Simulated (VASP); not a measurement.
Output of a VASP run:

### OUTCAR
```
 ion  position               nearest neighbor table
   1  0.000  0.000  0.000-
   2  0.500  0.500  0.500-
  LATTYP: Found a simple cubic cell.
 ALAT       =     4.2900000000
 Subroutine PRICEL returns:
 Original cell was already a primitive cell.
 Subroutine GETGRP returns: Found 48 space group operations
The static configuration has the point symmetry O_h .
The dynamic configuration has the point symmetry O_h .
 Subroutine INISYM returns: Found 48 space group operations
 Subroutine IBZKPT returns following result:
 Found     20 irreducible k-points:

 Following reciprocal coordinates:
            Coordinates               Weight
  0.000000  0.000000  0.000000      1.000000
  0.166667  0.000000  0.000000      6.000000
  0.333333  0.000000  0.000000      6.000000
  0.500000  0.000000  0.000000      3.000000
  0.166667  0.166667  0.000000     12.000000
  0.333333  0.166667  0.000000     24.000000
  0.500000  0.166667  0.000000     12.000000
  0.333333  0.333333  0.000000     12.000000
  0.500000  0.333333  0.000000     12.000000
  0.500000  0.500000  0.000000      3.000000
  0.166667  0.166667  0.166667      8.000000
  0.333333  0.166667  0.166667     24.000000
  0.500000  0.166667  0.166667     12.000000
  0.333333  0.333333  0.166667     24.000000
  0.500000  0.333333  0.166667     24.000000
  0.500000  0.500000  0.166667      6.000000
  0.333333  0.333333  0.333333      8.000000
  0.500000  0.333333  0.333333     12.000000
  0.500000  0.500000  0.333333      6.000000
  0.500000  0.500000  0.500000      1.000000
   k-points           NKPTS =     20   k-points in BZ     NKDIM =     20   number of bands    NBANDS=     12
   number of dos      NEDOS =    301   number of ions     NIONS =      2
   total plane-waves  NPLWV =  32768
   dimension x,y,z NGX =    32 NGY =   32 NGZ =   32
   dimension x,y,z NGXF=    64 NGYF=   64 NGZF=   64
   ions per type =               1   1
   PREC   = accura    normal or accurate (medium, high low for compatibility)
   ISTART =      0    job   : 0-new  1-cont  2-samecut
   ICHARG =      2    charge: 1-file 2-atom 10-const
   ISPIN  =      1    spin polarized calculation?
   LNONCOLLINEAR =      F non collinear calculations
   LSORBIT =      F    spin-orbit coupling
   INIWAV =      1    electr: 0-lowe 1-rand  2-diag
   ENCUT  =  520.0 eV  38.22 Ry    6.18 a.u.   7.98  7.98  7.98*2*pi/ulx,y,z
   NELM   =    100;   NELMIN=  2; NELMDL= -5     # of ELM steps
   EDIFF  = 0.1E-05   stopping-criterion for ELM
   LREAL  =      F    real-space projection
   NLSPLINE    = F    spline interpolate recip. space projectors
   LMAXMIX     =    4 max onsite mixed and CHGCAR
   VOSKOWN=      0    Vosko Wilk Nusair interpolation
   EDIFFG = -.1E-01   stopping-criterion for IOM
   NSW    =     60    number of steps for IOM
   NBLOCK =      1;   KBLOCK =     60    inner block; outer block
   IBRION =      2    ionic relax: 0-MD 1-quasi-New 2-CG
   NFREE  =      1    steps in history (QN), initial steepest desc. (CG)
   ISIF   =      3    stress and relaxation
   ISYM   =      2    0-nonsym 1-usesym 2-fastsym
   TEIN   =    0.0    initial temperature
   TEBEG  =    0.0;   TEEND  =   0.0 temperature during run
   SMASS  =  -3.00    Nose mass-parameter (am)
   PSTRESS=    0.0 pullay stress
   NELECT =      16.0000    total number of electrons
   EFERMI =   0.00;   METHOD = LEGACY
   ISMEAR =     0;   SIGMA  =   0.05  broadening in eV -4-tet -1-fermi 0-gaus
   IALGO  =     38    algorithm
   LDIAG  =      T    sub-space diagonalisation (order eigenvalues)
   IMIX   =      4    mixing-type and parameters
     AMIX     =   0.40;   BMIX     =  1.00
     AMIX_MAG =   1.60;   BMIX_MAG =  1.00
     AMIN     =   0.10
   GGA     = PE    functional components
   VOSKOWN =     0    Vosko Wilk Nusair interpolation
   LHFCALC =     F    Hartree Fock is set to
   LHFONE  =     F    Hartree Fock one center treatment
...
```

**OSZICAR**
```
       N       E                     dE             d eps       ncg     rms          rms(c)
DAV:   1     0.949542988094E+02    0.94954E+02   -0.65238E+03   480   0.111E+03
DAV:   2     0.332997324221E+00   -0.94621E+02   -0.89060E+02   748   0.181E+02
DAV:   3    -0.621048413289E+01   -0.65435E+01   -0.65271E+01   600   0.548E+01
DAV:   4    -0.626906990860E+01   -0.58586E-01   -0.58573E-01   548   0.624E+00
DAV:   5    -0.626953820096E+01   -0.46829E-03   -0.46825E-03   600   0.544E-01    0.180E+00
DAV:   6    -0.604000050531E+01    0.22954E+00   -0.35027E-01   536   0.308E+00    0.110E+00
DAV:   7    -0.600286561513E+01    0.37135E-01   -0.18108E-01   600   0.224E+00    0.582E-01
DAV:   8    -0.600560217898E+01   -0.27366E-02   -0.11258E-02   540   0.768E-01    0.906E-02
DAV:   9    -0.600595152874E+01   -0.34935E-03   -0.20322E-03   572   0.289E-01    0.755E-02
DAV:  10    -0.600601373262E+01   -0.62204E-04   -0.13092E-04   556   0.969E-02    0.139E-02
DAV:  11    -0.600601971888E+01   -0.59863E-05   -0.34385E-05   576   0.390E-02    0.443E-03
DAV:  12    -0.600601956289E+01    0.15599E-06   -0.55422E-06   580   0.158E-02
   1 F= -.63350766E+01 E0= -.63350766E+01  d E =-.633508E+01
       N       E                     dE             d eps       ncg     rms          rms(c)
DAV:   1    -0.603172177664E+01   -0.25702E-01   -0.36339E-01   480   0.385E+00    0.624E-01
DAV:   2    -0.601634181516E+01    0.15380E-01   -0.22451E-02   496   0.888E-01    0.255E-01
DAV:   3    -0.601274437774E+01    0.35974E-02   -0.11152E-02   488   0.625E-01    0.974E-02
DAV:   4    -0.601264723671E+01    0.97141E-04   -0.36073E-04   524   0.124E-01    0.299E-02
DAV:   5    -0.601264400778E+01    0.32289E-05   -0.30861E-05   560   0.366E-02    0.163E-02
DAV:   6    -0.601264311892E+01    0.88886E-06   -0.20558E-06   384   0.119E-02
   2 F= -.63371185E+01 E0= -.63371185E+01  d E =-.204193E-02
       N       E                     dE             d eps       ncg     rms          rms(c)
DAV:   1    -0.602318600739E+01   -0.10542E-01   -0.13879E-01   480   0.238E+00    0.385E-01
DAV:   2    -0.601733366757E+01    0.58523E-02   -0.85823E-03   496   0.548E-01    0.157E-01
DAV:   3    -0.601597132009E+01    0.13623E-02   -0.42305E-03   480   0.384E-01    0.598E-02
DAV:   4    -0.601593095941E+01    0.40361E-04   -0.13836E-04   512   0.765E-02    0.184E-02
DAV:   5    -0.601592936026E+01    0.15992E-05   -0.11942E-05   544   0.227E-02    0.100E-02
DAV:   6    -0.601592866304E+01    0.69722E-06   -0.80213E-07   348   0.739E-03
   3 F= -.63376122E+01 E0= -.63376122E+01  d E =-.253557E-02
       N       E                     dE             d eps       ncg     rms          rms(c)
DAV:   1    -0.601770582401E+01   -0.17765E-02   -0.15571E-02   480   0.798E-01    0.129E-01
DAV:   2    -0.601705395410E+01    0.65187E-03   -0.96051E-04   496   0.183E-01    0.525E-02
DAV:   3    -0.601690173647E+01    0.15222E-03   -0.47274E-04   480   0.128E-01    0.199E-02
DAV:   4    -0.601689536070E+01    0.63758E-05   -0.15482E-05   512   0.256E-02    0.614E-03
DAV:   5    -0.601689491167E+01    0.44904E-06   -0.12433E-06   288   0.763E-03
   4 F= -.63376552E+01 E0= -.63376552E+01  d E =-.257857E-02
```

File OUTCAR:
```
------------------------ aborting loop because EDIFF is reached ----------------------------------------
  Edisp (eV):   -0.32076
  FORCE on cell =-STRESS in cart. coord.  units (eV):
  Direction    XX          YY          ZZ          XY          YZ          ZX
  --------------------------------------------------------------------------------------
  Total       0.00193     0.00193     0.00193    -0.00000     0.00000    -0.00000
  in kB       0.03811     0.03811     0.03811    -0.00000     0.00000    -0.00000
  external pressure =        0.04 kB  Pullay stress =        0.00 kB
  volume of cell :       81.04
      direct lattice vectors                 reciprocal lattice vectors
     4.327463931 -0.000000000 -0.000000000     0.231082226  0.000000000 -0.000000000
     0.000000000  4.327463931  0.000000000     0.000000000  0.231082226 -0.000000000
     0.000000000  0.000000000  4.327463931     0.000000000 -0.000000000  0.231082226
 POSITION                                       TOTAL-FORCE (eV/Angst)
 -----------------------------------------------------------------------------------
      0.00000      0.00000      0.00000        -0.000000      0.000000      0.000000
      2.16373      2.16373      2.16373         0.000000      0.000000      0.000000
 -----------------------------------------------------------------------------------
    total drift:                                0.000000      0.000000     -0.000000
  FREE ENERGIE OF THE ION-ELECTRON SYSTEM (eV)
  ---------------------------------------------------
  free  energy   TOTEN  =        -6.3376551777 eV

  energy  without entropy=       -6.3376551777  energy(sigma->0) =       -6.33765518

 reached required accuracy - stopping structural energy minimisation
```
(Selected blocks of OUTCAR.)

File POSCAR:
```
CsBr
1
    4.2900000000     0.0000000000     0.0000000000
    0.0000000000     4.2900000000     0.0000000000
    0.0000000000     0.0000000000     4.2900000000
Cs Br
1 1
Direct
  0.0000000000   0.0000000000   0.0000000000
  0.5000000000   0.5000000000   0.5000000000
```

### Question
Reconstruct the remaining input files.

### Answer
Several could match; the one computed here: the input of the run itself, PBE GGA with D4 dispersion, plane waves, VASP's PBE PAW potentials (set 64).

File KPOINTS:
```
Automatic mesh
0
Gamma
6 6 6
0 0 0
```

**INCAR**
```
ALGO = Normal
EDIFF = 1E-6
EDIFFG = -0.01
ENCUT = 520
GGA = PE
IBRION = 2
ISIF = 3
ISMEAR = 0
IVDW = 13
LASPH = .TRUE.
LCHARG = .FALSE.
LMAXMIX = 4
LREAL = .FALSE.
LWAVE = .FALSE.
NELM = 100
NSW = 60
PREC = Accurate
SIGMA = 0.05
SYSTEM = CsBr
```

POTCAR, in this order: Cs_sv Br (PBE.64 set). Program: vasp_std.

Energy and stress use the plane-wave basis of the starting cell.

The compound is CsBr in the CsCl type structure. This run relaxes it. Symmetry was kept, so distortions that lower it aren't found.
